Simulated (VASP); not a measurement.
Crystal: Be.

```
Be
1.0
     1.18232    0.68261    5.71409
    -1.18232    0.68261    5.71409
     0.00000   -1.36523    5.71409
Be
3
Cartesian
  0.0000 0.0000 0.0000
  0.0000 0.0000 3.8094
  0.0000 0.0000 13.3329
```

The cell was built by a generator and needn't be a form met in nature.

- Program: VASP 6.6.1
- Task: relaxation of cell and atoms
- Functional: PBE
- Potentials or basis: VASP PAW PBE potentials, release 64 (Be)
- Cutoff: 600 eV
- k mesh: 9 × 9 × 9
- Occupations: gaussian, width 0.1 eV
- Spin: no spin polarisation

At the start: pressure -14.8 GPa; volume 9.22 Å³/atom.

Task: Where does the relaxation end?

Result: Over 5 steps the energy falls by 71.2 meV/atom and the volume is 7.90 Å³/atom (-14.4 %); space group R-3m (No. 166, to 0.05 Å).

Step by step:
```csv
step,energy change (eV),largest force (eV/Å),pressure (GPa),volume (Å³)
1,0.0000,0.1098,-14.80,27.67
2,-0.2060,0.0646,-3.31,24.39
3,-0.2126,0.0501,-0.42,23.81
4,-0.2127,0.0483,-0.04,23.73
5,-0.2135,0.0153,0.15,23.69
```

Final structure:
```cif
data_structure
_symmetry_space_group_name_H-M 'P 1'
_symmetry_Int_Tables_number 1
_cell_length_a 5.5131
_cell_length_b 5.5131
_cell_length_c 5.5131
_cell_angle_alpha 23.652
_cell_angle_beta 23.652
_cell_angle_gamma 23.652
_cell_volume 23.69
loop_
_atom_site_label
_atom_site_type_symbol
_atom_site_fract_x
_atom_site_fract_y
_atom_site_fract_z
_atom_site_occupancy
Be1 Be 0.00000 0.00000 0.00000 1
Be2 Be 0.22169 0.22169 0.22169 1
Be3 Be 0.77831 0.77831 0.77831 1
```
